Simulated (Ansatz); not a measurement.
## BP: pressure and energy less free atoms against volume scale

All results are calculated (Ansatz 0.2.0). Periodic Kohn-Sham DFT of a crystal at fixed atoms, scaled to volume_scale times the given cell; pressure positive in compression, energy less spherical unpolarised free atoms, largest_vzz the field gradient of largest size among the nuclei.

The cell before it is scaled or strained (space group Fm-3m, No. 225):
```
cell vectors (Å)
   0.0000     2.1598     2.1598
   2.1598     0.0000     2.1598
   2.1598     2.1598     0.0000
atoms (fractions of the cell vectors)
B   0.00000  0.00000  0.00000
P   0.50000  0.50000  0.50000
```

Settings of every row: method all-electron LAPW; functional PBE; relativity scalar; k mesh 16x16x16; filling fermi-dirac; smearing width 0.05 eV; basis error target 0.5 meV/atom; nucleus gaussian.

Atom start moment: 0 on all atoms.

Limits: the cell comes from a prototype or a list of computed structures and needn't be the stable phase.

| row | volume scale | V (Å³/atom) | pressure (GPa) | energy less free atoms (eV/atom) |
| --- | --- | --- | --- | --- |
| 1 | 0.9405 | 9.475 | 11.372 | -5.3722 |
| 2 | 0.97 | 9.773 | 5.326 | -5.3876 |
| 3 | 1 | 10.075 | 0.036 | -5.3925 |
| 4 | 1.03 | 10.377 | ? | ? |
| 5 | 1.06 | 10.679 | -8.363 | -5.376 |

Question: what pressure and energy less free atoms should row 4 give?

Worked fit of pressure. Take u = (V_r/V)^(2/3) − 1 with V_r = 9.924 Å³ an atom, which is twice the finite (Eulerian) strain; such expansions in the strain, on which the Birch-Murnaghan equation of state is built, carry the rest volume and the bulk modulus. The shown rows have u = 0.03135, 0.01027, -0.01002, -0.04771. Least squares give pressure = 2.5816 + 260.206 × u + 645.47 × u² GPa; a straight line predicts inner rows, each left out in turn, worse (root mean square 0.63 against 0.0081 GPa). The rows lie off it by -0.001, 0.004, -0.003, 0.001. The pressure vanishes at u = -0.0102, or V = 10.08 Å³ an atom, and there the bulk modulus at fixed shape and fractions is B = −V dP/dV = (2/3)(1 + u) dP/du = 163 GPa. The withheld row has u = -0.02932, so the fit gives 2.5816 + 260.206 × (-0.02932) + 645.47 × (-0.02932)² = -4.493 GPa.

The calculation gave -4.484 GPa. The fit lies 0.009 GPa (0.046 % of the column's range) below it; its largest miss of a shown row is 0.004 GPa.

Worked fit of energy less free atoms. Take u = (V_r/V)^(2/3) − 1 with V_r = 9.924 Å³ an atom, which is twice the finite (Eulerian) strain; such expansions in the strain, on which the Birch-Murnaghan equation of state is built, carry the rest volume and the bulk modulus. The shown rows have u = 0.03135, 0.01027, -0.01002, -0.04771. Least squares give energy less free atoms = −5.39129 + 0.2402 × u + 11.752 × u² eV/atom; a straight line predicts inner rows, each left out in turn, worse (root mean square 0.012 against 3.8e-05 eV/atom). All shown rows lie on it to the printed digit. Its lowest point lies at u = -0.0102, or V = 10.08 Å³ an atom, and the curvature there gives the bulk modulus at fixed shape and fractions, B = (4/9)(1 + u)² E″(u)/V = 163 GPa. The withheld row has u = -0.02932, so the fit gives −5.39129 + 0.2402 × (-0.02932) + 11.752 × (-0.02932)² = -5.3882 eV/atom.

The calculation gave -5.3882 eV/atom. The fit meets it to the printed digit.
